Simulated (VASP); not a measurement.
A run of VASP 6.6.1 is set up as follows.

Contents of INCAR:

```
ALGO = Normal
EDIFF = 1E-6
EDIFFG = -0.01
ENCUT = 600
GGA = PS
IBRION = 2
ISIF = 3
ISMEAR = 1
LASPH = T
LCHARG = F
LREAL = F
LWAVE = F
NELM = 80
NSW = 90
PREC = Accurate
SIGMA = 0.1
```

The input KPOINTS:

```
k-points
0
Gamma
  9 9 12
```

File POSCAR:

```
Zr
1.0
    5.0328000000      0.0000000000      0.0000000000
   -2.5164000000      4.3585326500      0.0000000000
    0.0000000000      0.0000000000      3.1324000000
Zr
3
Direct
    0.6666666700      0.3333333300      0.5000000000
    0.3333333300      0.6666666700      0.5000000000
    0.0000000000      0.0000000000      0.0000000000
```

Potentials or basis: VASP PAW PBE potentials, release 64 (Zr_sv).

Run with:

```console
$ cat potpaw_PBE.64/Zr_sv/POTCAR > POTCAR
$ mpirun -np 1 vasp_std > vasp.out
```

Task: Estimate the relaxed volume.

Result: 22.21 Å³/atom.

Task: Predict the band gap on the k mesh.

Result: None (metal or under the smearing width).

Task: Estimate the relaxed cell.

Result: a = 4.968 Å, b = 4.968 Å, c = 3.116 Å, α = 90.00°, β = 90.00°, γ = 120.00°.

Step by step:
```tsv
step	energy change (eV)	largest force (eV/Å)	pressure (GPa)	volume (Å³)
1	0.0000	0.0000	-2.94	68.71
2	0.0001	0.0000	3.33	64.62
3	-0.0202	0.0000	0.03	66.63
4	-0.0202	0.0000	0.10	66.59
5	-0.0205	0.0000	0.06	66.62
```

Caveat: the PAW data sets were made with another functional, which shifts forces and pressure a little.
